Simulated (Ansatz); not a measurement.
**H started on an O site in rocksalt MgO, 64 atoms, charge −1**

Theory: Ansatz, DFT, PBEsol, PAW, plane waves.

The input as it was run:

```yaml
crystal:
  lattice:
    - [8.428808, 0.000000, 0.000000]
    - [0.000000, 8.428808, 0.000000]
    - [0.000000, 0.000000, 8.428808]
  atoms:
    - { symbol: O, position: [0.249579, 0.002412, 0.999641] }
    - { symbol: O, position: [0.254251, 0.006245, 0.499412] }
    - { symbol: O, position: [0.248237, 0.498614, 0.000998] }
    - { symbol: O, position: [0.749173, 0.000533, 0.995327] }
    - { symbol: O, position: [0.748833, 0.994501, 0.502405] }
    - { symbol: O, position: [0.750710, 0.503550, 0.996907] }
    - { symbol: O, position: [0.749573, 0.499300, 0.500301] }
    - { symbol: O, position: [0.001974, 0.248684, 0.003217] }
    - { symbol: O, position: [0.002031, 0.251615, 0.498075] }
    - { symbol: O, position: [0.001240, 0.748672, 0.000424] }
    - { symbol: O, position: [0.003880, 0.751657, 0.499002] }
    - { symbol: O, position: [0.495110, 0.249502, 0.998345] }
    - { symbol: O, position: [0.499329, 0.244112, 0.499921] }
    - { symbol: O, position: [0.495723, 0.750339, 0.005371] }
    - { symbol: O, position: [0.499647, 0.750317, 0.502633] }
    - { symbol: O, position: [0.995557, 0.001463, 0.251798] }
    - { symbol: O, position: [0.001401, 0.998810, 0.748498] }
    - { symbol: O, position: [0.000861, 0.500850, 0.251042] }
    - { symbol: O, position: [0.997651, 0.496929, 0.748539] }
    - { symbol: O, position: [0.501122, 0.003340, 0.251597] }
    - { symbol: O, position: [0.501905, 0.998990, 0.753522] }
    - { symbol: O, position: [0.502466, 0.504245, 0.248949] }
    - { symbol: O, position: [0.498108, 0.502417, 0.750169] }
    - { symbol: O, position: [0.250477, 0.254901, 0.247618] }
    - { symbol: O, position: [0.250053, 0.252842, 0.751458] }
    - { symbol: O, position: [0.255107, 0.754183, 0.251227] }
    - { symbol: O, position: [0.250579, 0.751685, 0.752140] }
    - { symbol: O, position: [0.752008, 0.249215, 0.252005] }
    - { symbol: O, position: [0.748106, 0.252397, 0.750657] }
    - { symbol: O, position: [0.748037, 0.754366, 0.252755] }
    - { symbol: O, position: [0.749210, 0.751093, 0.748921] }
    - { symbol: H, position: [0.254616, 0.500030, 0.498110] }
    - { symbol: Mg, position: [0.999313, 0.999238, 0.999959] }
    - { symbol: Mg, position: [0.999774, 0.001993, 0.500390] }
    - { symbol: Mg, position: [0.995233, 0.498807, 0.998659] }
    - { symbol: Mg, position: [0.995975, 0.498260, 0.496071] }
    - { symbol: Mg, position: [0.501599, 0.001884, 0.997621] }
    - { symbol: Mg, position: [0.497158, 0.000392, 0.500645] }
    - { symbol: Mg, position: [0.503071, 0.497084, 0.000288] }
    - { symbol: Mg, position: [0.504126, 0.501725, 0.499005] }
    - { symbol: Mg, position: [0.251170, 0.252746, 0.002027] }
    - { symbol: Mg, position: [0.248243, 0.253504, 0.496169] }
    - { symbol: Mg, position: [0.247722, 0.750859, 0.996300] }
    - { symbol: Mg, position: [0.255511, 0.747232, 0.502197] }
    - { symbol: Mg, position: [0.752387, 0.249753, 0.998498] }
    - { symbol: Mg, position: [0.754417, 0.247666, 0.500589] }
    - { symbol: Mg, position: [0.745957, 0.751752, 0.000465] }
    - { symbol: Mg, position: [0.753923, 0.749986, 0.499505] }
    - { symbol: Mg, position: [0.248487, 0.998571, 0.247972] }
    - { symbol: Mg, position: [0.254921, 0.004975, 0.750032] }
    - { symbol: Mg, position: [0.252827, 0.496968, 0.249690] }
    - { symbol: Mg, position: [0.249440, 0.498636, 0.751738] }
    - { symbol: Mg, position: [0.749093, 0.999872, 0.249498] }
    - { symbol: Mg, position: [0.752304, 0.002508, 0.748479] }
    - { symbol: Mg, position: [0.748682, 0.502113, 0.254062] }
    - { symbol: Mg, position: [0.747455, 0.498544, 0.745973] }
    - { symbol: Mg, position: [0.002220, 0.250529, 0.251866] }
    - { symbol: Mg, position: [0.999709, 0.248168, 0.748539] }
    - { symbol: Mg, position: [0.000390, 0.750656, 0.251034] }
    - { symbol: Mg, position: [0.000141, 0.752996, 0.749065] }
    - { symbol: Mg, position: [0.499928, 0.253103, 0.251923] }
    - { symbol: Mg, position: [0.501177, 0.249913, 0.748538] }
    - { symbol: Mg, position: [0.499677, 0.746820, 0.249730] }
    - { symbol: Mg, position: [0.495228, 0.754044, 0.752984] }
  symmetry: { detect: false }
kpoints:
  mp_grid: { grid: [1, 1, 1], shift: [0.25, 0.25, 0.25] }
hamiltonian:
  xc: pbesol
total_charge: -1
scf:
  occupations: { method: fermi_dirac, width: 0.01 }
relax:
  f_tol: 0.03
  max_steps: 80
  escape_saddle: false
  adjacent_minimum: "off"
output:
  forces: true
  eigenvalues: true
  populations: true
  charged_corrections: { epsilon: 9.8 }
```

Launch command:

```sh
ansatz run in.yaml --threads 8 --pin off --max-ram 17100MiB --runs-dir r --events-out ev --progress --plain
```

Output (machine lines and repeated set-up lines are left out; […] marks rows cut from tables):

```
Pseudopotentials: kind: paw
Functional definition: PBEsol
  exchange = pbesol_x
  correlation = pbesol_c
Crystal: 64 atoms, lattice volume = 598.823 Å³
Basis set: ecut = 420 eV, 11753 PW (Γ), exchange–correlation on 120×120×120 points (8 copies of the dense FFT grid, shifted against one another)
Bands: 318, of which v1, the nominal top of the filled ones, is band 254 counted from 1 (253 counted from 0)
Symmetry: 1 space group operations
k-points: 1
Non-local potential: O, projectors of the file, l = 0: 2, l = 1: 2, l = 2: 1
Non-local potential: H, projectors of the file, l = 0: 2, l = 1: 1
[…]
Initial density: superposition of atomic densities (neutral atoms scaled as one to the charged cell's electrons: chi_scale 0, normalization atom), corrected by the library's trained network
Initial wavefunctions: pseudopotential atomic-orbital guess
Functional: x = pbesol(κ = 0.804, μ = 0.12345679012345678), c = pbesol(β = 0.046)
SCF iter   1: F=—  HF=-78664.195878 eV  |F-HF|=—  |Δ(HF+E_count)|=         —  Δρ=2.13e-2  dr2=3.09e0  ethr=1.77e-3  ⟨swp⟩=5.0  Hψ=1261  notcnv=0  defer=44
[…]
SCF iter   2: F=—  HF=-78663.519009 eV  |F-HF|=—  |Δ(HF+E_count)|=   6.77e-1  Δρ=7.12e-3  dr2=3.27e-1  ethr=6.08e-4  ⟨swp⟩=2.0  Hψ=375  notcnv=0  defer=55
[…]
SCF 1 converged in 6 iterations: F = -78663.437140 eV  dr2 = 7.62e-6
[…]
relax step   1: F+E_penalty+E_count = -78663.43714012 eV  Δ(F+E_penalty+E_count) = +0.000e0 eV  max|allowed force component| = 1.136e0 eV/Å  Δτ_max = 0.0000 Å  (6 SCF iters, dr2 threshold 2.25e-5 eV, accepted)
Initial density: handed on by an earlier stage of this run
Initial wavefunctions: those handed on with the density
[…]
[…]
SCF 2 converged in 6 iterations: F = -78663.925264 eV  dr2 = 1.12e-7
relax step   2: F+E_penalty+E_count = -78663.92526421 eV  Δ(F+E_penalty+E_count) = -4.881e-1 eV  max|allowed force component| = 4.706e-1 eV/Å  Δτ_max = 0.0644 Å  (6 SCF iters, dr2 threshold 8.07e-5 eV, accepted)
[…]
relax step   3: F+E_penalty+E_count = -78664.09906657 eV  Δ(F+E_penalty+E_count) = -1.738e-1 eV  max|allowed force component| = 1.096e-1 eV/Å  Δτ_max = 0.0716 Å  (6 SCF iters, dr2 threshold 1.38e-5 eV, accepted)
[…]
relax step   4: F+E_penalty+E_count = -78664.10791169 eV  Δ(F+E_penalty+E_count) = -8.845e-3 eV  max|allowed force component| = 6.483e-2 eV/Å  Δτ_max = 0.0446 Å  (6 SCF iters, accepted)
[…]
relax step   5: F+E_penalty+E_count = -78664.11319949 eV  Δ(F+E_penalty+E_count) = -5.288e-3 eV  max|allowed force component| = 7.496e-2 eV/Å  Δτ_max = 0.0589 Å  (6 SCF iters, accepted)
[…]
relax step   6: F+E_penalty+E_count = -78664.13385312 eV  Δ(F+E_penalty+E_count) = -2.065e-2 eV  max|allowed force component| = 1.851e-1 eV/Å  Δτ_max = 0.1986 Å  (6 SCF iters, dr2 threshold 1.96e-6 eV, accepted)
[…]
relax step   7: F+E_penalty+E_count = -78664.18402358 eV  Δ(F+E_penalty+E_count) = -5.017e-2 eV  max|allowed force component| = 3.250e-1 eV/Å  Δτ_max = 0.1950 Å  (6 SCF iters, dr2 threshold 3.43e-5 eV, accepted)
[…]
relax step   8: F+E_penalty+E_count = -78664.27474740 eV  Δ(F+E_penalty+E_count) = -9.072e-2 eV  max|allowed force component| = 4.268e-1 eV/Å  Δτ_max = 0.1949 Å  (6 SCF iters, dr2 threshold 1.00e-4 eV, accepted)
[…]
relax step   9: F+E_penalty+E_count = -78664.37455940 eV  Δ(F+E_penalty+E_count) = -9.981e-2 eV  max|allowed force component| = 5.009e-1 eV/Å  Δτ_max = 0.1963 Å  (6 SCF iters, dr2 threshold 1.00e-4 eV, accepted)
[…]
relax step  10: F+E_penalty+E_count = -78664.53714449 eV  Δ(F+E_penalty+E_count) = -1.626e-1 eV  max|allowed force component| = 1.465e-1 eV/Å  Δτ_max = 0.1958 Å  (6 SCF iters, dr2 threshold 1.00e-4 eV, accepted)
[…]
relax step  11: F+E_penalty+E_count = -78664.54989300 eV  Δ(F+E_penalty+E_count) = -1.275e-2 eV  max|allowed force component| = 1.543e-1 eV/Å  Δτ_max = 0.0306 Å  (6 SCF iters, dr2 threshold 1.83e-6 eV, accepted)
[…]
relax step  12: F+E_penalty+E_count = -78664.55763415 eV  Δ(F+E_penalty+E_count) = -7.741e-3 eV  max|allowed force component| = 1.485e-1 eV/Å  Δτ_max = 0.0532 Å  (6 SCF iters, dr2 threshold 2.03e-6 eV, accepted)
[…]
relax step  13: F+E_penalty+E_count = -78664.56507297 eV  Δ(F+E_penalty+E_count) = -7.439e-3 eV  max|allowed force component| = 1.628e-1 eV/Å  Δτ_max = 0.1291 Å  (6 SCF iters, dr2 threshold 2.04e-5 eV, accepted)
[…]
[…]
SCF 14 converged in 6 iterations: F = -78664.569464 eV  dr2 = 1.52e-8
relax step  14: F+E_penalty+E_count = -78664.56946397 eV  Δ(F+E_penalty+E_count) = -4.391e-3 eV  max|allowed force component| = 5.595e-2 eV/Å  Δτ_max = 0.0495 Å  (6 SCF iters, dr2 threshold 2.45e-5 eV, accepted)
[…]
preconditioner: auto → Resta (q_TF=auto, 2.655 Å⁻¹)  ε∞=3.4  [insulator: Δε(μ)=1.828 eV  Ē_g=15.598 eV  σ=0.010 eV  W_gap=1.00  n_scr=178 (ndim 8)  ℏωp=24.1 eV  f_vac=0.000  D(μ)=0.00/eV (n_scr^D=0)  ε∞_Penn≈3.4]
[…]
SCF iter   5: F=-78664.570779 eV  HF=-78664.570779 eV  |F-HF|=8.64e-9  |Δ(HF+E_count)|=   2.62e-7  Δρ=3.95e-6  dr2=5.83e-8  ethr=1.26e-10  ⟨swp⟩=2.0  Hψ=515  notcnv=0  defer=57
SCF iter   6: F=-78664.570779 eV  HF=-78664.570779 eV  |F-HF|=1.41e-9  |Δ(HF+E_count)|=   2.10e-8  Δρ=6.97e-7  dr2=2.33e-9  ethr=1.15e-11  ⟨swp⟩=7.0  Hψ=1222  notcnv=0
SCF 15 converged in 6 iterations: F = -78664.570779 eV  dr2 = 2.33e-9
  greatest PAW one-centre occupation: 1.000 electrons in one spin orbital (limit 2), on the Mg atom at site 49 (counted from 0), in its partial waves of l = 0
relax step  15: F+E_penalty+E_count = -78664.57077879 eV  Δ(F+E_penalty+E_count) = -1.315e-3 eV  max|allowed force component| = 8.146e-3 eV/Å  Δτ_max = 0.0183 Å  (6 SCF iters, accepted)
SCF converged after 6 iterations
Free energy (F): -78664.570779 eV
Harris-Foulkes:  -78664.570779 eV  (|F-HF|=1.41e-9)
Internal energy: -78664.570779 eV  (E = F + TS)
E sigma→0 (E₀):  -78664.570779 eV
Fermi energy:    12.883556 eV
--- Per-component energies (eV) ---
  E_band       = -9406.335026
  E_kinetic    = 8017.521022
  E_local      = -51569.460993  (includes V_loc(G=0)·N_el)
  E_nonlocal   = 4557.470133
  E_hartree    = 17863.812549
  E_xc         = -3271.812713
  E_vxc        = -4216.532976  (∫ρ·V_xc dr)
  E_paw        = -13706.227094  (= ΣΔE_a)
  E_vpaw       = -1923.034816  (= ΣTr[D̂ρ^β])
  E_aug_tail   = 0.076466  (compensation charges beyond the density's cutoff)
  E_ewald      = -40558.927666
  E_core_change = 2.977518  (= ΣΔE_core)
  E_smearing   = -0.000000  (= −TS)
  E_closure    = -0.000000  (closes the sum)
  E_deformation_potential = -18.207896  (in the stress; not in F)
  Σ components = -78664.570779   (vs F -78664.570779, Δ=0.00e0)
--- Forces (eV/Å), atoms counted from 1 ---
  atom   1  O      0.00021002     0.00013157     0.00020367
  atom   2  O      0.00019337     0.00128785    -0.00063053
  atom   3  O     -0.00005254    -0.00089340     0.00084825
  atom   4  O      0.00147668     0.00183435     0.00194407
  atom   5  O      0.00001362     0.00027770     0.00004517
  atom   6  O      0.00003700     0.00014513     0.00018944
  atom   7  O      0.00156793     0.00020868     0.00020394
  atom   8  O     -0.00264247    -0.00248056     0.00204429
  atom   9  O      0.00072176     0.00021856     0.00574609
  atom  10  O     -0.00083178    -0.00025311    -0.00104497
  atom  11  O      0.00019698    -0.00073876    -0.00446072
  atom  12  O     -0.00056937    -0.00067154    -0.00120935
  atom  13  O     -0.00011124     0.00007449    -0.00377252
  atom  14  O     -0.00002417    -0.00023972     0.00197998
  atom  15  O     -0.00066058    -0.00060624     0.00336713
  atom  16  O     -0.00261341     0.00223121    -0.00256754
  atom  17  O     -0.00093399    -0.00110033     0.00007719
  atom  18  O      0.00058878     0.00685068    -0.00006241
  atom  19  O      0.00054302    -0.00404649    -0.00073979
  atom  20  O     -0.00028725    -0.00127005    -0.00069887
  atom  21  O      0.00000221     0.00234427    -0.00005985
  atom  22  O     -0.00039429    -0.00370159     0.00003885
  atom  23  O     -0.00031481     0.00267012     0.00009573
  atom  24  O      0.00638904     0.00016864     0.00006044
  atom  25  O     -0.00364932     0.00045174     0.00016860
  atom  26  O     -0.00411848    -0.00018186    -0.00010070
  atom  27  O      0.00433638    -0.00112892    -0.00052243
  atom  28  O      0.00216144    -0.00268383    -0.00276014
  atom  29  O     -0.00172681    -0.00049596    -0.00023991
  atom  30  O     -0.00174150    -0.00001909    -0.00053010
[…]
  atom  35  Mg     0.00193881     0.00216227    -0.00029676
  atom  36  Mg    -0.00379663    -0.00161205    -0.00211669
  atom  37  Mg     0.00039431     0.00020471     0.00006854
  atom  38  Mg    -0.00102506    -0.00155631     0.00048185
  atom  39  Mg    -0.00048071     0.00062162    -0.00142595
  atom  40  Mg    -0.00311299    -0.00040636     0.00033600
  atom  41  Mg     0.00215291     0.00189144    -0.00030676
  atom  42  Mg    -0.00234613    -0.00123217    -0.00110042
  atom  43  Mg     0.00023550    -0.00053529    -0.00158324
  atom  44  Mg    -0.00136712    -0.00165203    -0.00111643
  atom  45  Mg    -0.00060786     0.00138168    -0.00107933
  atom  46  Mg     0.00024175     0.00201528     0.00235144
  atom  47  Mg     0.00033957     0.00051702     0.00005464
  atom  48  Mg    -0.00091081    -0.00113992     0.00055332
  atom  49  Mg     0.00226478    -0.00024991     0.00205222
  atom  50  Mg     0.00005841    -0.00151959    -0.00110605
  atom  51  Mg    -0.00247094    -0.00050617    -0.00032691
  atom  52  Mg    -0.00002424    -0.00064574    -0.00232610
  atom  53  Mg    -0.00059269    -0.00108323     0.00142072
  atom  54  Mg     0.00043572     0.00022993     0.00035539
  atom  55  Mg     0.00021043     0.00198646     0.00207440
  atom  56  Mg    -0.00107461     0.00047281    -0.00100332
  atom  57  Mg     0.00704461     0.00759909     0.00814740
  atom  58  Mg     0.00327444     0.00262957    -0.00510093
  atom  59  Mg     0.00351001    -0.00545833     0.00322585
  atom  60  Mg     0.00160437     0.00029763    -0.00006707
  atom  61  Mg    -0.00460473     0.00270374     0.00303588
  atom  62  Mg     0.00038820     0.00135665    -0.00007780
  atom  63  Mg     0.00022482     0.00001493     0.00129178
  atom  64  Mg    -0.00384752    -0.00390344    -0.00359466
  max |Σ_I F_I| component: 6.07e-5 eV/Å
--- Charged-cell corrections in eV (Makov–Payne, q = -1.000 e, ε = 9.800) ---
  F (periodic)     = -78664.570779  (uncorrected; the corrections below are reported, never added to it)
  E_corr1          = +0.247306  (monopole, q²α_M/2εL)
  F Makov-Payne    = -78664.323473  (F + E_corr1; no measured alignment; for a localised charge, not one spread in a band: unchecked)
--- Band table (eV) ---
  k-point 0: bands = ["-64.1457", "-64.0769", "-64.0517", "-64.0493", "-64.0493", "-64.0464", "-64.0463", "-64.0460", "-64.0416", "-64.0398", "-64.0396", "-64.0294", "-64.0273", "-64.0272", "-63.9743", "-63.9742", "-63.9738", "-63.9638", "-63.9632", "-63.9631", "-63.9617", "-63.9615", "-63.9610", "-63.9182", "-63.9176", "-63.9175", "-63.9162", "-63.9161", "-63.9155", "-63.8033", "-63.8006", "-63.8 …
--- Relaxed structure (15 steps of the walk, 15 accepted, 0 SCFs on fresh bases) ---
  F+E_penalty+E_count = -78664.57077879 eV   max|allowed force component| = 8.146e-3 eV/Å
  atoms:
    - { symbol: O, position: [0.24836853039710305, 0.00010040528484639687, 0.9994981875688569] }
    - { symbol: O, position: [0.24863542518492993, 0.0002046640712668378, 0.4984324981230505] }
    - { symbol: O, position: [0.24863590966185398, 0.49903787753836876, -0.0003954495903418773] }
    - { symbol: O, position: [0.7483603834441538, -0.0012447147511645998, 0.998151730712917] }
    - { symbol: O, position: [0.7497039443027294, 1.000100087033617, 0.4981618575239114] }
    - { symbol: O, position: [0.7497030307959339, 0.4987650778278388, 0.999497284858783] }
    - { symbol: O, position: [0.7498116698204348, 0.49902792293766135, 0.49842299291804854] }
    - { symbol: O, position: [-0.002096556567522818, 0.24829797272079637, -0.0027654501387410057] }
    - { symbol: O, position: [-0.008777999172406134, 0.24162051879966737, 0.497982278460173] }
    - { symbol: O, position: [-0.0028919372088324837, 0.7497083735175911, -0.00011703063378036152] }
    - { symbol: O, position: [-0.0007338702965906404, 0.7503456481958346, 0.4990560130642363] }
    - { symbol: O, position: [0.4993125038328639, 0.24750489234905632, 0.9998773161123157] }
    - { symbol: O, position: [0.49994375863091134, 0.24966165424972753, 0.4990448533523944] }
    - { symbol: O, position: [0.49868384325589993, 0.7490837332899087, -0.0011013571160573337] }
    - { symbol: O, position: [0.5115784542162477, 0.7619723149179588, 0.4909269222316836] }
    - { symbol: O, position: [0.9979029435460997, -0.0021644966769910766, 0.24769597196208892] }
    - { symbol: O, position: [-0.002893031037515228, 1.0004845858206541, 0.7491048311669017] }
    - { symbol: O, position: [-0.008773941849205458, 0.49857157937585944, 0.24102055820366122] }
    - { symbol: O, position: [0.9992588639021008, 0.49965401506406454, 0.7497481591401711] }
    - { symbol: O, position: [0.4993122167266243, 0.00048499531742359083, 0.24689966171700953] }
    - { symbol: O, position: [0.49868305637406113, 0.9994976931615364, 0.7484779363476538] }
    - { symbol: O, position: [0.4999480581608738, 0.49964812553193483, 0.2490537235926414] }
    - { symbol: O, position: [0.511572703914927, 0.49154075214498805, 0.7613615599929751] }
    - { symbol: O, position: [0.2481866172587414, 0.2416181963281301, 0.24101485855811716] }
    - { symbol: O, position: [0.24925319073548516, 0.24965993358456454, 0.7497349870080579] }
    - { symbol: O, position: [0.2492604548669, 0.7503378016666834, 0.24906212001817696] }
    - { symbol: O, position: [0.24112654589633978, 0.7619728314733989, 0.7613666209851215] }
    - { symbol: O, position: [0.7474377198699224, 0.24829764187415884, 0.2476948630349045] }
    - { symbol: O, position: [0.7500873987272948, 0.24750262432253284, 0.7491055134324499] }
    - { symbol: O, position: [0.7500925317149713, 0.7497059488452433, 0.24689868263147632] }
    - { symbol: O, position: [0.7491013569753892, 0.7490832368669248, 0.7484801672943352] }
    - { symbol: H, position: [0.3422944849014223, 0.5926726379160151, 0.5920747514500774] }
    - { symbol: Mg, position: [0.9984649397696057, 0.9988119153179481, 0.9982096245332074] }
    - { symbol: Mg, position: [0.9975935262819584, -0.0012048452573105298, 0.4985071538375988] }
    - { symbol: Mg, position: [0.9975923989546238, 0.4991117040030093, 0.9981950164918958] }
    - { symbol: Mg, position: [1.000673654249614, 0.4948835379393279, 0.49428680875374864] }
    - { symbol: Mg, position: [0.4982682963159161, -0.0016821141253541359, 0.9977156682187268] }
    - { symbol: Mg, position: [0.5003508705236571, 0.001346311758640025, 0.49792035372054644] }
    - { symbol: Mg, position: [0.5003462532066998, 0.49852478205965395, 0.0007361401447430563] }
    - { symbol: Mg, position: [0.502603926332831, 0.5002558672963627, 0.4996391165783413] }
    - { symbol: Mg, position: [0.248712449694571, 0.24798918395118838, -0.0018134364826499858] }
    - { symbol: Mg, position: [0.2445014856660844, 0.2510244004004301, 0.49427829291308006] }
    - { symbol: Mg, position: [0.24812810439925254, 0.7507427537394668, 1.0007435146057662] }
    - { symbol: Mg, position: [0.24987113662342142, 0.7529799628506596, 0.4996613572829277] }
    - { symbol: Mg, position: [0.7484103441415115, 0.24886535135146332, 0.9982083412240633] }
    - { symbol: Mg, position: [0.748396981356196, 0.2479935855716861, 0.4985034678520485] }
    - { symbol: Mg, position: [0.7479205394195918, 0.7486634183096712, -0.002282621949095727] }
    - { symbol: Mg, position: [0.7509491841924456, 0.750744701891851, 0.4979197613775599] }
    - { symbol: Mg, position: [0.24871269701676404, 0.9987894545941753, 0.24738922895871213] }
    - { symbol: Mg, position: [0.24812721956122588, 0.001345045745144935, 0.7501434539810052] }
    - { symbol: Mg, position: [0.24450335012298446, 0.4948718242931587, 0.25041058698579877] }
    - { symbol: Mg, position: [0.24985184401338556, 0.5002606306411143, 0.7523815187759074] }
    - { symbol: Mg, position: [0.7484106398017023, 0.9988126055973652, 0.24826091613691745] }
    - { symbol: Mg, position: [0.7479200868119882, -0.0016805451690947268, 0.74806233801511] }
    - { symbol: Mg, position: [0.7483997492195683, 0.4991102217514511, 0.2473886984541199] }
    - { symbol: Mg, position: [0.7509449488279342, 0.49852425087292124, 0.7501387377938858] }
    - { symbol: Mg, position: [-0.001967405178277839, 0.2484236128386771, 0.24781746460591958] }
    - { symbol: Mg, position: [0.9984009176199267, 0.2488056121281565, 0.7471299345053749] }
    - { symbol: Mg, position: [-0.0015951431907448293, 0.7477341888128092, 0.24820199789591782] }
    - { symbol: Mg, position: [-0.0010704850074894224, 0.750486750721079, 0.7498854262278251] }
    - { symbol: Mg, position: [0.4973352844951857, 0.24880287899292491, 0.24819511051070114] }
    - { symbol: Mg, position: [0.5000842167516788, 0.24933650940995167, 0.7498813969008467] }
    - { symbol: Mg, position: [0.5000878857504966, 0.7504871248002924, 0.24872924993312456] }
    - { symbol: Mg, position: [0.49279384127355086, 0.7431907863110843, 0.742582767233056] }
--- Löwdin populations: 64 sites ---
  site symbol       q [e]
     0      O      7.3820
     1      O      7.3866
[…]
    62     Mg      8.4751
    63     Mg      8.4941
  spilling = 0.010396 (of n_electrons = 508.000000)
```

Total energies depend on the potentials used, so only differences within one code and one set of settings carry meaning.

One k point and one spin start were run, so the state needn't be the lowest, and an added charge can sit in a band of the host.

Time: 39 s of wall time on a shared host.
